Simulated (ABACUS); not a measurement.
# Rh (Fm-3m) in ABACUS: settings compared

Aim: see how the results for Rh move with the level of theory and the settings. Levels: PBEsol, LDA-PW92. Tasks: relaxation of cell and atoms, single point.

Program: ABACUS 3.10.1. These are calculated values, not measurements. Logs are shortened: lines on timing, memory, paths and dates and some standing lists are left out, and cuts for length are marked.

## Step 1: The structure

Symmetry: Fm-3m, No. 225, cubic system. Conventional cell: a = 3.796 Å, b = 3.796 Å, c = 3.796 Å, α = 90.00°, β = 90.00°, γ = 90.00°. Around Rh (site symmetry m-3m) lie 12 Rh at 2.68 Å.

## Step 2: Relaxation of cell and atoms, PBEsol

INPUT

```
INPUT_PARAMETERS
suffix              Rh
calculation         cell-relax
basis_type          lcao
pseudo_dir          ./
orbital_dir         ./
symmetry            1
dft_functional      pbesol
ecutwfc             100
pseudo_rcut         10
nspin               1
nbands              13
ks_solver           genelpa
smearing_method     fd
smearing_sigma      0.00367493
scf_thr             1e-07
scf_nmax            100
mixing_type         broyden
mixing_beta         0.7
cal_force           1
cal_stress          1
out_mul             1
relax_nmax          60
force_thr_ev        0.01
relax_method        cg
out_stru            1
stress_thr          1
```

STRU

```
ATOMIC_SPECIES
Rh 102.9055 Rh_ONCV_PBE-1.2.upf

NUMERICAL_ORBITAL
Rh_confined-atom_7au_3s2p2d1f.orb

LATTICE_CONSTANT
1.8897261246

LATTICE_VECTORS
0.0000000000 1.8978500000 1.8978500000
1.8978500000 0.0000000000 1.8978500000
1.8978500000 1.8978500000 0.0000000000

ATOMIC_POSITIONS
Direct

Rh
0.0
1
0.0000000000 0.0000000000 0.0000000000 1 1 1
```

KPT

```
K_POINTS
0
Gamma
11 11 11 0 0 0
```

Potentials or basis: SG15 ONCV 1.2 PBE, DZP LCAO (the cutoffs set its grid).

Started as:

```sh
$ OMP_NUM_THREADS=1 mpirun -np 4 abacus > log
```

running log:

```text
ABACUS v3.10.1

               Atomic-orbital Based Ab-initio Computation at UStc

 ------------------------------------------------------------------------------------

 READING GENERAL INFORMATION
                           global_out_dir = OUT.Rh/
                           global_in_card = INPUT
                               pseudo_dir = ./
                              orbital_dir = ./
                                    DSIZE = 4
                                    GSIZE = 1

 READING UNITCELL INFORMATION
                                    ntype = 1
                  lattice constant (Bohr) = 1.88973
              lattice constant (Angstrom) = 1

 READING ATOM TYPE 1
                               atom label = Rh
                      L=0, number of zeta = 3
                      L=1, number of zeta = 2
                      L=2, number of zeta = 2
                      L=3, number of zeta = 1
             number of atom for this type = 1

                        TOTAL ATOM NUMBER = 1
DIRECT COORDINATES
    atom                   x                   y                   z     mag                  vx                  vy                  vz
taud_Rh1            0.0000000000        0.0000000000        0.0000000000  0.0000        0.0000000000        0.0000000000        0.0000000000

                          Volume (Bohr^3) = 92.2597
                             Volume (A^3) = 13.6715

 Lattice vectors: (Cartesian coordinate: in unit of a_0)
                   +0            +1.89785            +1.89785
             +1.89785                  +0            +1.89785
             +1.89785            +1.89785                  +0
 Reciprocal vectors: (Cartesian coordinate: in unit of 2 pi/a_0)
            -0.263456           +0.263456           +0.263456
            +0.263456           -0.263456           +0.263456
            +0.263456           +0.263456           -0.263456
 The esolver type has been set to : ksdft_lcao

                PAO radial cut off (Bohr) = 10

 Read in pseudopotential file is Rh_ONCV_PBE-1.2.upf
                     pseudopotential type = NC
          exchange-correlation functional = PBE
                 nonlocal core correction = 0
                        valence electrons = 17
                                     lmax = 2
                           number of zeta = 0
                     number of projectors = 6
                           L of projector = 0
                           L of projector = 0
                           L of projector = 1
                           L of projector = 1
                           L of projector = 2
                           L of projector = 2
 XC functional updated to : pbesol
          exchange-correlation functional = PBESOL
     initial pseudo atomic orbital number = 0

 SETUP THE ELECTRONS NUMBER
            electron number of element Rh = 17
      total electron number of element Rh = 17
            AUTOSET number of electrons:  = 17
                           occupied bands = 9
                                   NLOCAL = 26
                                   NBANDS = 13
                                   NBANDS = 13
                                   NLOCAL = 26

%%%%%%%%%%%%%%%%%%%%%%%%%%%%%%%%%%%%%%%%%%%%%%%%%%%%%%%%%%%%%%%%%%%%%%%%%%%%%%%%%%%%%%%%%%%%%%%%%%%%%%%%%%
 Warning: the number of valence electrons in pseudopotential > 9 for Rh: [Kr] 4d8 5s1
 Pseudopotentials with additional electrons can yield (more) accurate outcomes, but may be less efficient.
 If you're confident that your chosen pseudopotential is appropriate, you can safely ignore this warning.
%%%%%%%%%%%%%%%%%%%%%%%%%%%%%%%%%%%%%%%%%%%%%%%%%%%%%%%%%%%%%%%%%%%%%%%%%%%%%%%%%%%%%%%%%%%%%%%%%%%%%%%%%%

 SETUP THE PLANE WAVE BASIS
 energy cutoff for charge/potential (unit:Ry) = 400
            fft grid for charge/potential = [ 36, 36, 36 ]
                        fft grid division = [ 3, 3, 3 ]
        big fft grid for charge/potential = [ 12, 12, 12 ]
                                     nbxx = 432
                                     nrxx = 11664

 SETUP PLANE WAVES FOR CHARGE/POTENTIAL
                    number of plane waves = 12387
                         number of sticks = 703

 PARALLEL PW FOR CHARGE/POTENTIAL
     PROC   COLUMNS(POT)             PW
        1            176           3097
        2            176           3098
        3            176           3097
        4            175           3095
 --------------- sum -------------------
        4            703          12387
[... 107 lines left out ...]

 PARALLEL PW FOR WAVE FUNCTIONS
     PROC   COLUMNS(POT)             PW
        1             55            557
        2             56            556
        3             56            558
        4             56            558
 --------------- sum -------------------
        4            223           2229

 SET NONLOCAL PSEUDOPOTENTIAL PROJECTORS
 max number of nonlocal projetors among all species is 6

 -------------------------------------------
 STEP OF RELAXATION : 1
 -------------------------------------------

 SETUP SEARCHING RADIUS FOR PROGRAM TO SEARCH ADJACENT ATOMS
                  longest orb rcut (Bohr) = 7
   longest nonlocal projector rcut (Bohr) = 2.64
                     search radius (Bohr) = 19.3
              searching radius is (Bohr)) = 19.3
         searching radius unit is (Bohr)) = 1.89
                         PeriodicBoundary = 1
                        Radius(unit:lat0) = 10.2
                                   glayer = [ 6, 6, 6 ]
                             glayer_minus = [ 5, 5, 5 ]

Find the coordinate range of the input atom(unit:lat0).
                                  min_tau = [ -19, -19, -19 ]
                                  max_tau = [ 19, 19, 19 ]
                                BoxNumber = [ 11, 11, 11 ]

 SETUP EXTENDED REAL SPACE GRID FOR GRID INTEGRATION
                          real space grid = [ 36, 36, 36 ]
                 big cell numbers in grid = [ 12, 12, 12 ]
             meshcell numbers in big cell = [ 3, 3, 3 ]
                        extended fft grid = [ 21, 21, 21 ]
                dimension of extened grid = [ 55, 55, 55 ]
                            UnitCellTotal = 125
              Atom number in sub-FFT-grid = 1
    Local orbitals number in sub-FFT-grid = 26
                                ParaV.nnr = 42081
                                 init_chg = atomic

 LCAO ALGORITHM --------------- ION=   1  ELEC=   1--------------------------------

 Density error is 0.027514250906
----------------------------------------------------------
     Energy           Rydberg                 eV
----------------------------------------------------------
 E_KohnSham     -216.9175380070      -2951.3145130264
 E_Harris       -218.3001162931      -2970.1254556481
 E_Fermi        1.7489835843         23.7961424544
----------------------------------------------------------
[... 115 lines left out ...]
 Largest gradient in stress is 16.343867 kbar.
 Threshold is 1.000000 kbar.

 Relaxation is not converged yet!
DIRECT COORDINATES
    atom                   x                   y                   z     mag                  vx                  vy                  vz
taud_Rh1            0.0000000000        0.0000000000        0.0000000000  0.0000        0.0000000000        0.0000000000        0.0000000000

                          Volume (Bohr^3) = 90.343145
                             Volume (A^3) = 13.387457
[... 10 lines left out ...]
 -------------------------------------------
 STEP OF RELAXATION : 2
 -------------------------------------------

[... set-up of the moved cell ...]

 LCAO ALGORITHM --------------- ION=   2  ELEC=   1--------------------------------

 Density error is 0.000840648745
----------------------------------------------------------
     Energy           Rydberg                 eV
----------------------------------------------------------
 E_KohnSham     -216.9241565463      -2951.4045628731
 E_Harris       -216.9497244883      -2951.7524325710
 E_Fermi        1.7646905905         24.0098472381
----------------------------------------------------------

[... 3 further cycles ...]
 LCAO ALGORITHM --------------- ION=   2  ELEC=   5--------------------------------

 Density error is 0.000000056784
----------------------------------------------------------
     Energy           Rydberg                 eV
----------------------------------------------------------
 E_KohnSham     -216.9241589042      -2951.4045949544
 E_KS(sigma->0) -216.9236593190      -2951.3977977489
 E_Harris       -216.9241590813      -2951.4045973641
 E_band         -4.4123299739        -60.0328291015
 E_one_elec     -42.3433005194       -576.1101591895
 E_Hartree      33.2556101839        452.4657889681
 E_xc           -21.8100101115       -296.7404109535
 E_Ewald        -186.0254592869      -2531.0062193684
 E_entropy(-TS) -0.0009991704        -0.0135944111
 E_descf        0.0000000000         0.0000000000
 E_exx          0.0000000000         0.0000000000
[... 31 lines left out ...]
 Largest gradient in stress is 46.111586 kbar.
 Threshold is 1.000000 kbar.

 Relaxation is not converged yet!
DIRECT COORDINATES
    atom                   x                   y                   z     mag                  vx                  vy                  vz
taud_Rh1            0.0000000000        0.0000000000        0.0000000000  0.0000        0.0000000000        0.0000000000        0.0000000000

                          Volume (Bohr^3) = 91.743887
                             Volume (A^3) = 13.595025
[... 10 lines left out ...]
 -------------------------------------------
 STEP OF RELAXATION : 3
 -------------------------------------------

[... set-up of the moved cell ...]

 LCAO ALGORITHM --------------- ION=   3  ELEC=   1--------------------------------

 Density error is 0.001453014232
----------------------------------------------------------
     Energy           Rydberg                 eV
----------------------------------------------------------
 E_KohnSham     -216.9243706941      -2951.4074765039
 E_Harris       -216.8800932647      -2950.8050511715
 E_Fermi        1.7282415217         23.5139322151
----------------------------------------------------------

[... 4 further cycles ...]
 LCAO ALGORITHM --------------- ION=   3  ELEC=   6--------------------------------

 Density error is 0.000000009707
----------------------------------------------------------
     Energy           Rydberg                 eV
----------------------------------------------------------
 E_KohnSham     -216.9243777349      -2951.4075722992
 E_KS(sigma->0) -216.9238714010      -2951.4006832726
 E_Harris       -216.9243776266      -2951.4075708261
 E_band         -4.9215993549        -66.9617945001
 E_one_elec     -43.7495212459       -595.2427737166
 E_Hartree      33.6918088399        458.4005761498
 E_xc           -21.7917960838       -296.4925963939
 E_Ewald        -185.0738565773      -2518.0590002856
 E_entropy(-TS) -0.0010126679        -0.0137780530
 E_descf        0.0000000000         0.0000000000
 E_exx          0.0000000000         0.0000000000
[... 121 lines left out ...]
 Largest gradient in stress is 0.309370 kbar.
 Threshold is 1.000000 kbar.

 Relaxation is converged!

 --------------------------------------------
 !FINAL_ETOT_IS -2951.4075722991588009 eV
 --------------------------------------------
```

Wall time 8.6 s (4 MPI ranks of AMD EPYC 9R45 (Zen 5), shared host); peak memory 0.4 GiB.

Results:

| Property | Result |
| --- | --- |
| Free energy | -2951.4076 eV |
| Relaxed volume | 13.60 Å³/atom |
| Relaxed cell | a = 2.679 Å, b = 2.679 Å, c = 2.679 Å, α = 60.00°, β = 60.00°, γ = 60.00° |
| Space group after relaxing (to 0.05 Å) | Fm-3m (No. 225) |
| Energy gained by relaxing | 0.4 meV/atom |
| Ionic steps | 3 |
| Pressure after relaxing | 0.0 GPa |

The path:
```tsv
step	energy change (eV)	largest force (eV/Å)	pressure (GPa)	volume (Å³)
1	0.0000	0.0000	-1.63	13.67
2	0.0026	0.0000	4.61	13.39
3	-0.0004	0.0000	-0.03	13.60
```

Final structure:
```yaml
crystal:
  lattice:
    - [0.00000, 1.89431, 1.89431]
    - [1.89431, 0.00000, 1.89431]
    - [1.89431, 1.89431, 0.00000]
  atoms:
    - { symbol: Rh, position: [0.00000, 0.00000, 0.00000] }
```

Caveat: the atomic orbitals were generated for these runs and aren't a published set; the potentials were made for another functional, which shifts forces and pressure; the basis of atomic orbitals isn't converged, which shifts pressures, moduli and gaps.

## Step 3: Single point, LDA-PW92

run_abacus.py

```python
"""ABACUS run from a structure file: ASE reads it, the script writes STRU, KPT and INPUT."""
import re
import subprocess
from ase.io import read
from ase.units import Bohr

atoms = read("Rh.cif")
atoms = atoms[(-atoms.numbers).argsort(kind="stable")]  # ABACUS lists atoms element by element
pseudo = {'Rh': 'Rh.upf'}
orbital = {}
magmoms = None
kmesh = [10, 10, 10]
params = {
    'suffix': 'Rh',
    'calculation': 'scf',
    'basis_type': 'pw',
    'pseudo_dir': './',
    'symmetry': 1,
    'dft_functional': 'LDA_X+LDA_C_PW',
    'ecutwfc': 89,
    'pseudo_rcut': 10,
    'nspin': 1,
    'nbands': 19,
    'ks_solver': 'dav',
    'smearing_method': 'fd',
    'smearing_sigma': 0.00367493,
    'scf_thr': 1e-08,
    'scf_nmax': 100,
    'mixing_type': 'broyden',
    'mixing_beta': 0.7,
    'cal_force': 1,
    'cal_stress': 1,
    'out_chg': 1,
    'kpar': 4,
}

symbols = atoms.get_chemical_symbols()
elements = list(dict.fromkeys(symbols))
lines = ["ATOMIC_SPECIES"] + [f"{e} {atoms.get_masses()[symbols.index(e)]:.4f} {pseudo[e]}" for e in elements]
if orbital:
    lines += ["", "NUMERICAL_ORBITAL"] + [orbital[e] for e in elements]
lines += ["", "LATTICE_CONSTANT", f"{1 / Bohr:.10f}", "", "LATTICE_VECTORS"]
lines += [" ".join(f"{x:.10f}" for x in v) for v in atoms.cell]
lines += ["", "ATOMIC_POSITIONS", "Direct"]
for e in elements:
    lines += ["", e, "0.0", str(symbols.count(e))]
    for i, p in enumerate(atoms.get_scaled_positions(wrap=False)):
        if symbols[i] == e:
            mag = "" if magmoms is None else " mag " + " ".join(str(x) for x in (magmoms[i] if isinstance(magmoms[i], list) else [magmoms[i]]))
            lines.append(" ".join(f"{x:.10f}" for x in p) + " 1 1 1" + mag)
open("STRU", "w").write("\n".join(lines) + "\n")
open("KPT", "w").write("K_POINTS\n0\nGamma\n%d %d %d 0 0 0\n" % tuple(kmesh))
open("INPUT", "w").write("INPUT_PARAMETERS\n" + "".join(f"{k:<20s}{v}\n" for k, v in params.items()))

done = subprocess.run(['mpirun', '-np', '4', 'abacus'])
if done.returncode:
    raise SystemExit(done.returncode)
log = open("OUT.Rh/running_scf.log").read()
print("final energy (eV):", re.findall(r"FINAL_ETOT_IS (\S+)", log))
```

Rh.cif

```cif
data_Rh
_cell_length_a 2.68396521
_cell_length_b 2.68396521
_cell_length_c 2.68396521
_cell_angle_alpha 60.00000000
_cell_angle_beta 60.00000000
_cell_angle_gamma 60.00000000
_space_group_name_H-M_alt 'P1'
_space_group_name_Hall 'P 1'
_space_group_IT_number 1
loop_
_space_group_symop_operation_xyz
'x,y,z'
loop_
_atom_site_label
_atom_site_type_symbol
_atom_site_symmetry_multiplicity
_atom_site_Wyckoff_symbol
_atom_site_fract_x
_atom_site_fract_y
_atom_site_fract_z
_atom_site_occupancy
Rh1 Rh 1 a 0.0000000000 0.0000000000 0.0000000000 1
```

Potentials or basis: PseudoDojo NC SR 0.4.1 LDA stringent, plane waves.

Started as:

```sh
$ OMP_NUM_THREADS=1 python run_abacus.py > log
```

running log:

```text
ABACUS v3.10.1

               Atomic-orbital Based Ab-initio Computation at UStc

 ------------------------------------------------------------------------------------

 READING GENERAL INFORMATION
                           global_out_dir = OUT.Rh/
                           global_in_card = INPUT
                               pseudo_dir = ./
                              orbital_dir =
                                    DSIZE = 4
                                    GSIZE = 1

 READING UNITCELL INFORMATION
                                    ntype = 1
                  lattice constant (Bohr) = 1.88973
              lattice constant (Angstrom) = 1

 READING ATOM TYPE 1
                               atom label = Rh
                      L=0, number of zeta = 1
                      L=1, number of zeta = 1
                      L=2, number of zeta = 1
             number of atom for this type = 1

                        TOTAL ATOM NUMBER = 1
DIRECT COORDINATES
    atom                   x                   y                   z     mag                  vx                  vy                  vz
taud_Rh1            0.0000000000        0.0000000000        0.0000000000  0.0000        0.0000000000        0.0000000000        0.0000000000

[... 288 lines left out ...]
     Energy           Rydberg                 eV
----------------------------------------------------------
 E_KohnSham     -234.6445324155      -3192.5026453961
 E_KS(sigma->0) -234.6440802791      -3192.4964937647
 E_Harris       -234.6445844082      -3192.5033527933
 E_band         -6.1074044332        -83.0955002823
 E_one_elec     -49.7418578970       -676.7726965051
 E_Hartree      37.5089074301        510.3348668036
 E_xc           -37.6824043530       -512.6954135406
 E_Ewald        -184.7282733228      -2513.3570988912
 E_entropy(-TS) -0.0009042728        -0.0123032627
 E_descf        0.0000000000         0.0000000000
 E_exx          0.0000000000         0.0000000000
 E_Fermi        1.6572402038         22.5479097267
----------------------------------------------------------

 charge density convergence is achieved
 final etot is -3192.5026454 eV
 EFERMI = 22.547909727 eV

 STATE ENERGY(eV) AND OCCUPATIONS    NSPIN == 1
 1/12 kpoint (Cartesian) = 0.0000 0.0000 0.0000 (1291 pws)
       1       -56.2545     0.00200000
       2       -23.7709     0.00200000
       3       -23.7709     0.00200000
       4       -23.7709     0.00200000
       5        14.4079     0.00200000
       6        19.3691     0.00200000
[... 104 lines left out ...]
       6        19.3044     0.00800000
[... 11 lines left out ...]
      18        60.7897        0.00000
      19        61.1947        0.00000

[... levels at 6 further k points ...]

------------------------------------------------------------------------------------------
 TOTAL-FORCE (eV/Angstrom)
------------------------------------------------------------------------------------------
                       Rh1         0.0000000000         0.0000000000         0.0000000000
------------------------------------------------------------------------------------------

----------------------------------------------------------------
 TOTAL-STRESS (KBAR)
----------------------------------------------------------------
       -92.7307617174        -0.0000000000        -0.0000000000
        -0.0000000000       -92.7307617200        -0.0000000014
        -0.0000000000        -0.0000000014       -92.7307617169
----------------------------------------------------------------
 TOTAL-PRESSURE: -92.730762 KBAR

 --------------------------------------------
 !FINAL_ETOT_IS -3192.5026453960904291 eV
 --------------------------------------------
```

STRU:

```text
ATOMIC_SPECIES
Rh 102.9055 Rh.upf

LATTICE_CONSTANT
1.8897261258

LATTICE_VECTORS
2.6839652100 0.0000000000 0.0000000000
1.3419826050 2.3243820547 0.0000000000
1.3419826050 0.7747940182 2.1914484173

ATOMIC_POSITIONS
Direct

Rh
0.0
1
0.0000000000 0.0000000000 0.0000000000 1 1 1
```

Wall time 5.5 s (4 MPI ranks of Intel Xeon Platinum 8488C (Sapphire Rapids), shared host); peak memory 0.36 GiB.

What came out:

```yaml
Free_energy: -3192.5026 eV
Pressure: -9.3 GPa
Band_gap_on_the_k_mesh: none (metal or under the smearing width)
```
